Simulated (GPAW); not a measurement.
Runs of GPAW 26.7.0 on SnSe2. Symmetry: P-3m1, No. 164, trigonal system. The conventional cell has a = 3.811 Å, b = 3.811 Å, c = 6.136 Å, α = 90.00°, β = 90.00°, γ = 120.00°. Around Sn (site symmetry -3m) lie 6 Se at 2.68 Å. Around Se (site symmetry 3m) lie 3 Sn at 2.68 Å. 

```tsv
task	level	potentials or basis	cell	k mesh	cutoff (eV)	smearing	response ecut	response k mesh	response bands	kernels	coarser k mesh	grid spacing	gap on the mesh (eV)	pressure (GPa)	relaxed volume (Å³/atom)	largest force (eV/Å)
dielectric tensor	LDA	the program's PAW data sets (release 1.2.1) made for this functional, pw	as given	7 × 7 × 4	450	fermi-dirac 0.001 eV	80 eV	16 × 16 × 9	43	["RPA", "LR0.3", "LR0.2"]	11 × 11 × 6	-	0.68	-	-	-
relaxation of cell and atoms	PBEsol	PAW data sets generated in the run's folder for this functional, pw	relaxed to 1 GPa	6 × 6 × 3	600	fermi-dirac 0.05 eV	-	-	-	-	-	-	0.55	1.0	-	-
band structure	PBE	GPAW PAW data sets (gpaw-data 1.2.1), lcao:dzp	as given	6 × 6 × 3	-	fermi-dirac 0.05 eV	-	-	-	-	-	0.16 Å	(a)	-	-	0.99
relaxation of cell and atoms	PBEint	PAW data sets generated in the run's folder for this functional, pw	relaxed	6 × 6 × 3	600	fermi-dirac 0.05 eV	-	-	-	-	-	-	0.72	0.0	28.59	0.01
relaxation of cell and atoms	BP86+D4	PAW data sets generated in the run's folder for this functional, pw	relaxed to -1 GPa	6 × 6 × 3	600	fermi-dirac 0.05 eV	-	-	-	-	-	-	0.44	-1.0	-	0.01
relaxation of cell and atoms	WC	PAW data sets generated in the run's folder for this functional, pw	relaxed	6 × 6 × 3	600	fermi-dirac 0.05 eV	-	-	-	-	-	-	0.62	0.0	26.17	0.02
single point	PBEsol	PAW data sets generated in the run's folder for this functional, pw	atoms moved at random, drawn with an rms of 0.05 Å	8 × 8 × 5	600	fermi-dirac 0.05 eV	-	-	-	-	-	-	0.69	1.7	-	0.59
band structure	PBE	PAW data sets generated in the run's folder for this functional, pw	as given	6 × 6 × 3	600	fermi-dirac 0.05 eV	-	-	-	-	-	-	(b)	5.4	-	0.73
```

Alike in all rows: no spin polarisation.

Fill in the values left out.

(a) 0.74; (b) 0.78.

Caveats: spin-orbit coupling is left out, which moves the levels of the heavy elements; an odd mesh through Γ misses points on the zone boundary, where band edges often lie (some runs); later steps reuse the first step's grids (some runs); this functional lacks dispersion, which binds the layers, so the pressure and a relaxed spacing across them are unreliable (some runs); the gap is small at this level, which inflates the dielectric constant (some runs); the long-wavelength limit can be off by a per cent or two (some runs); the real-space grid adds noise to forces (some runs).

A k mesh can miss the band edges, and the runs leave out spin-orbit coupling on Se, Sn.
